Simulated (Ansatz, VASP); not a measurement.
**One calculation of Cu, two programs**

File INCAR:

```
ALGO = Normal
EDIFF = 1E-7
EDIFFG = -0.01
ENCUT = 600
GGA = PE
IBRION = 2
ISIF = 3
ISMEAR = 0
LASPH = T
LCHARG = F
LREAL = F
LWAVE = F
NELM = 100
NSW = 100
PREC = Accurate
SIGMA = 0.1
```

Contents of KPOINTS:

```
k-points
0
Gamma
  15 15 18
```

File POSCAR:

```
Cu
1.0
    4.1531333750      0.0000000000      0.0000000000
   -2.0765666875      3.5967190080      0.0000000000
    0.0000000000      0.0000000000      2.4515670442
Cu
3
Direct
    0.3333333333      0.6666666667      0.5000000000
    0.0000000000      0.0000000000      0.0000000000
    0.6666666667      0.3333333333      0.5000000000
```

Input for Ansatz:

```yaml
crystal:
  lattice:
    - [4.153133375, 0.0, 0.0]
    - [-2.0765666875, 3.596719008, 0.0]
    - [0.0, 0.0, 2.4515670442]
  atoms:
    - { symbol: Cu, position: [0.3333333333, 0.6666666667, 0.5] }
    - { symbol: Cu, position: [0.0, 0.0, 0.0] }
    - { symbol: Cu, position: [0.6666666667, 0.3333333333, 0.5] }
basis:
  ecutwfc: 420
kpoints:
  mp_grid: { grid: [15, 15, 18] }
hamiltonian:
  xc: pbe
scf:
  occupations: { method: gaussian, width: 0.1 }
output:
  forces: true
  stress: true
  eigenvalues: true
relax:
  adjacent_minimum: "off"
  f_tol: 0.01
  max_steps: 80
  cell: { stress_tol: 0.05 }
```

Alike in both runs: task relaxation of cell and atoms; functional PBE; k mesh 15 × 15 × 18; occupations gaussian, width 0.1 eV; no spin polarisation.

```csv
,VASP,Ansatz
version,VASP 6.6.1,Ansatz 0.2.0
potentials or method,"VASP PAW PBE potentials, release 64 (Cu)","scalar-relativistic, plane waves, PAW"
plane-wave cutoff (eV),600,420
valence electrons in the cell,33,57
```

VASP gave:

```
gap on the k mesh at the Fermi level, each at its own relaxed structure (eV) : none
relaxed volume (Å³/atom)                                                     : 12.23
relaxed cell length with the largest relative difference (Å)                 : 4.134
energy change over the relaxation (meV/atom)                                 : -1
```

**Question.** Which values does Ansatz return?

**Answer.** gap on the k mesh at the Fermi level, each at its own relaxed structure (eV): none; relaxed volume (Å³/atom): 12.18; relaxed cell length with the largest relative difference (Å): 4.128; energy change over the relaxation (meV/atom): -2.

A gap of «none» marks a metal or a gap that the smearing closes. The two sets of potentials don't hold the same shells in valence.
